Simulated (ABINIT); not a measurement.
# Cu3Au (Auricupride): band structure with revPBE

Cu3Au (Auricupride):

```xyz
4
Lattice="3.7400 0.0000 0.0000 0.0000 3.7400 0.0000 0.0000 0.0000 3.7400" Properties=species:S:1:pos:R:3 pbc="T T T"
Au    0.0000    0.0000    0.0000
Cu    1.8700    1.8700    0.0000
Cu    1.8700    0.0000    1.8700
Cu    0.0000    1.8700    1.8700
```

```yaml
Program: ABINIT 10.8.3 (patched build)
Task: band structure
Functional: revPBE
Potentials_or_basis: JTH PAW PBE v2.0
Cutoff: 680 eV
k_mesh: 7 × 7 × 7
Occupations: fermi-dirac, width 0.05 eV
Spin: no spin polarisation
Fine-grid_cutoff: 1278.94 eV
Exchange_and_correlation_inside_the_PAW_spheres: full angular mesh (pawxcdev 0, this build's default; the released program takes 1)
```

```
Band gap on the k mesh                                : none (metal or under the smearing width)
Valence electrons inside the program's atomic spheres : Au 9.63; Cu 17.34
```

Levels at the corners of the path, in eV from the Fermi level:
| point | band 32 | band 33 | band 34 | band 35 | band 36 | band 37 |
| --- | --- | --- | --- | --- | --- | --- |
| Γ | -1.31 | -1.31 | 1.28 | 1.28 | 1.28 | 6.11 |
| X | -1.84 | -1.44 | -1.31 | 5.88 | 5.88 | 6.61 |
| M | -2.06 | -0.43 | -0.43 | -0.34 | 0.39 | 8.67 |
| Γ | -1.31 | -1.31 | 1.28 | 1.28 | 1.28 | 6.11 |
| R | -1.52 | -1.10 | -1.05 | -1.05 | -1.05 | 2.58 |
| X | -1.84 | -1.44 | -1.31 | 5.88 | 5.88 | 6.61 |

Wall time 3.5 min on 1 thread of Arm Neoverse V2, on a shared host, peak memory 0.17 GiB.

Caveat: spin-orbit coupling is left out, which moves the levels of the heavy elements.
